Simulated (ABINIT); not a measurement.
Runs of ABINIT 10.8.3 (patched build) on ZrB2. The structure is hexagonal, space group P6/mmm (No. 191). Conventional cell: a = 3.170 Å, b = 3.170 Å, c = 3.533 Å, α = 90.00°, β = 90.00°, γ = 120.00°. Zr (site symmetry 6/mmm) has 12 B at 2.54 Å as nearest neighbours. Around B (site symmetry -6m2) lie 3 B at 1.83 Å. 

```tsv
task	level	potentials or basis	spin	k mesh	cutoff (eV)	fine-grid cutoff	mesh quality	gap on the mesh (eV)	pressure (GPa)
single point	r2SCAN	JTH PAW PBE v2.0	off	8 × 8 × 6	544	1088.46 eV	not flagged	none	0.4
single point	LDA	JTH PAW LDA v2.0	off	6 × 6 × 5	463	925.187 eV	coarse	none	-8.8
single point	LDA	JTH PAW LDA v2.0	off	4 × 4 × 3	463	925.187 eV	coarse	none	-8.8
band structure	LDA	JTH PAW LDA v2.0	SOC, no magnetisation	10 × 10 × 8	463	925.187 eV	not flagged	none	-9.0
single point	PBE	JTH PAW PBE v2.0	off	13 × 13 × 10	463	925.187 eV	not flagged	none	0.6
band structure	RPBE	JTH PAW PBE v2.0	SOC, no magnetisation	10 × 10 × 8	463	925.187 eV	not flagged	none	4.1
single point	PBE	JTH PAW PBE v2.0	off	4 × 4 × 3	463	925.187 eV	coarse	none	(a)
single point	LDA	JTH PAW LDA v2.0	off	13 × 13 × 10	463	925.187 eV	not flagged	none	-9.0
band structure	revPBE	JTH PAW PBE v2.0	SOC, no magnetisation	10 × 10 × 8	463	925.187 eV	not flagged	none	3.3
band structure	BLYP	JTH PAW PBE v2.0	off	10 × 10 × 8	463	925.187 eV	not flagged	none	(b)
single point	LDA	JTH PAW LDA v2.0	off	8 × 8 × 6	463	925.187 eV	not flagged	none	-9.0
```

Alike in all rows: cell as given; smearing fermi-dirac 0.05 eV.

Question: Estimate the missing entries.

Answer: (a) 0.8; (b) 7.1.

Caveats: some runs use coarse meshes; the PAW data sets were made with another functional, which shifts forces and pressure a little (some runs).

A k mesh can miss the band edges, and rows without SOC leave out spin-orbit coupling on Zr.

A gap of «none» marks a metal or a gap under the smearing width.
